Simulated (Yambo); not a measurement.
A run of Yambo 5.3.0 is set up as follows.

optics2.in

```
optics
chi
tddft
Chimod= "ALDA"
% BndsRnXd
 1 | 33 |
%
NGsBlkXd= 2 Ry
% LongDrXd
 1 | 1 | 1 |
%
% QpntsRXd
 1 | 1 |
%
% EnRngeXd
 0 | 20 | eV
%
% DmRngeXd
 0.1 | 0.1 | eV
%
ETStpsXd= 200
FxcGRLc= 2 Ry
VXCRLvcs= 2 Ry
```

scf.in

```
&CONTROL
  calculation = 'scf'
  prefix = 'pwscf'
  outdir = './tmp'
  pseudo_dir = './pseudo'
/
&SYSTEM
  ibrav = 0
  nat = 4
  ntyp = 2
  ecutwfc = 84
  nbnd = 14
  occupations = 'smearing'
  smearing = 'fd'
  degauss = 0.00367493
  force_symmorphic = .true.
/
&ELECTRONS
  conv_thr = 8d-10
  electron_maxstep = 120
  mixing_beta = 0.5
/
ATOMIC_SPECIES
N     14.0070 N.upf
B     10.8100 B.upf
CELL_PARAMETERS angstrom
   2.5539396017    0.0000000000    0.0000000000
  -1.2769698009    2.2117765748    0.0000000000
   0.0000000000    0.0000000000    4.2268550000
ATOMIC_POSITIONS angstrom
N     -0.0000000002    1.4745177166    0.5295234870
N      1.2769698010    0.7372588582    2.6429509870
B     -0.0000000002    1.4745177166    2.1122608880
B      1.2769698010    0.7372588582    4.2256883880
K_POINTS automatic
15 15 8 0 0 0
```

File nscf.in:

```
&CONTROL
  calculation = 'nscf'
  prefix = 'pwscf'
  outdir = './tmp'
  pseudo_dir = './pseudo'
/
&SYSTEM
  ibrav = 0
  nat = 4
  ntyp = 2
  ecutwfc = 84
  nbnd = 33
  occupations = 'fixed'
  force_symmorphic = .true.
/
&ELECTRONS
  conv_thr = 1d-08
  diago_full_acc = .true.
  diago_thr_init = 1d-06
/
ATOMIC_SPECIES
N     14.0070 N.upf
B     10.8100 B.upf
CELL_PARAMETERS angstrom
   2.5539396017    0.0000000000    0.0000000000
  -1.2769698009    2.2117765748    0.0000000000
   0.0000000000    0.0000000000    4.2268550000
ATOMIC_POSITIONS angstrom
N     -0.0000000002    1.4745177166    0.5295234870
N      1.2769698010    0.7372588582    2.6429509870
B     -0.0000000002    1.4745177166    2.1122608880
B      1.2769698010    0.7372588582    4.2256883880
K_POINTS automatic
15 15 8 0 0 0
```

Potentials or basis: PseudoDojo 0.4.1 SR PBEsol standard.

Run with:

```bash
$ OMP_NUM_THREADS=1 pw.x -in scf.in > scf.out
$ OMP_NUM_THREADS=1 pw.x -in nscf.in > nscf.out
$ cd tmp/pwscf.save; p2y; mv SAVE ../..; cd ../..
$ OMP_NUM_THREADS=1 yambo
$ OMP_NUM_THREADS=1 yambo -F optics2.in -J optics2 -C optics2_out
```

**Question.** Estimate the absorption peak.

**Answer.** 11.06 eV.

**Question.** What does it give for the electronic dielectric constant along the field?

**Answer.** 4.68.

**Question.** What does it give for the band gap on the k mesh, mean-field level?

**Answer.** 5.04 eV, indirect (least direct gap 8.19 eV).

Dielectric function (along the field direction of the input):
| energy (eV) | real part | imaginary part |
| --- | --- | --- |
| 0.30 | 4.68 | 0.03 |
| 1.31 | 4.72 | 0.03 |
| 2.31 | 4.82 | 0.03 |
| 3.32 | 4.98 | 0.04 |
| 4.42 | 5.25 | 0.05 |
| 5.43 | 5.62 | 0.06 |
| 6.43 | 6.20 | 0.08 |
| 7.54 | 7.32 | 0.15 |
| 8.54 | 9.71 | 0.93 |
| 9.55 | 12.19 | 5.48 |
| 10.65 | 8.11 | 13.15 |
| 11.66 | 1.91 | 9.57 |
| 12.66 | 0.37 | 8.17 |
| 13.77 | -1.46 | 8.13 |
| 14.77 | -3.19 | 5.21 |
| 15.78 | -2.52 | 4.04 |
| 16.88 | -2.25 | 2.91 |
| 17.89 | -1.68 | 1.96 |
| 18.89 | -1.43 | 1.56 |
| 20.00 | -1.02 | 1.47 |

Caveat: the LDA kernel is used on GGA states, which is inconsistent by a few percent; these spectra lack excitons; an odd mesh through Γ misses points on the zone boundary, where band edges often lie.
